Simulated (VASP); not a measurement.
## HfO2: relaxation of cell and atoms with PBEsol

HfO2:

```xyz
3
Lattice="0.0000 2.5161 2.5161 2.5161 0.0000 2.5161 2.5161 2.5161 0.0000" Properties=species:S:1:pos:R:3 pbc="T T T"
Hf    0.0000    0.0000    0.0000
O     3.7741    3.7741    3.7741
O     1.2580    1.2580    1.2580
```

Measurements of this composition are mostly on another form, of space group No. 14.

```
Program                : VASP 6.6.1
Task                   : relaxation of cell and atoms
Functional             : PBEsol
Potentials or basis    : VASP PAW PBE potentials, release 64 (Hf, O)
Cutoff                 : 580 eV
k mesh                 : 8 × 8 × 8
Occupations            : gaussian, width 0.02 eV
Spin                   : no spin polarisation
Further INCAR settings : ALGO = Fast; EDIFF = 1e-07; IBRION = 2; EDIFFG = -0.005; NSW = 90; ISIF = 3
```

```
Relaxed volume                         : 10.52 Å³/atom
Relaxed cell                           : a = 3.547 Å, b = 3.547 Å, c = 3.547 Å, α = 60.00°, β = 60.00°, γ = 60.00°
Space group after relaxing (to 0.05 Å) : Fm-3m (No. 225)
Energy gained by relaxing              : 0.8 meV/atom
Ionic steps                            : 3
Pressure after relaxing                : 0.0 GPa
Band gap on the k mesh                 : 3.72 eV, direct
```

The path:
| step | energy change (eV) | largest force (eV/Å) | pressure (GPa) | volume (Å³) |
| --- | --- | --- | --- | --- |
| 1 | 0.0000 | 0.0000 | -2.69 | 31.86 |
| 2 | 0.0052 | 0.0000 | 4.93 | 31.04 |
| 3 | -0.0025 | 0.0000 | 0.01 | 31.56 |

Final structure:
```cif
data_structure
_symmetry_space_group_name_H-M 'P 1'
_symmetry_Int_Tables_number 1
_cell_length_a 3.5471
_cell_length_b 3.5471
_cell_length_c 3.5471
_cell_angle_alpha 60.000
_cell_angle_beta 60.000
_cell_angle_gamma 60.000
_cell_volume 31.56
loop_
_atom_site_label
_atom_site_type_symbol
_atom_site_fract_x
_atom_site_fract_y
_atom_site_fract_z
_atom_site_occupancy
Hf1 Hf 0.00000 0.00000 0.00000 1
O1 O 0.75000 0.75000 0.75000 1
O2 O 0.25000 0.25000 0.25000 1
```

Levels at points of the mesh, in eV from the valence-band top:
```csv
k point,band 5,band 6,band 7,band 8,band 9,band 10,band 11,band 12
"(0.00, 0.00, 0.00)",-5.61,-0.64,-0.64,-0.64,3.79,3.79,5.90,10.75
"(0.50, 0.00, 0.00)",-3.14,-2.86,-1.91,-1.91,4.57,4.57,7.18,8.94
"(0.50, 0.50, 0.00)",-3.61,-1.61,-1.61,0.00,3.72,5.52,6.82,8.34
```

It took 20 s on 1 thread of Intel(R) Xeon(R) 6975P-C (Granite Rapids), on a shared host, peak memory 0.17 GiB.

Caveat: the PAW data sets were made with another functional, which shifts forces and pressure a little; spin-orbit coupling is left out, which moves the levels of the heavy elements. A k mesh can miss the band edges.
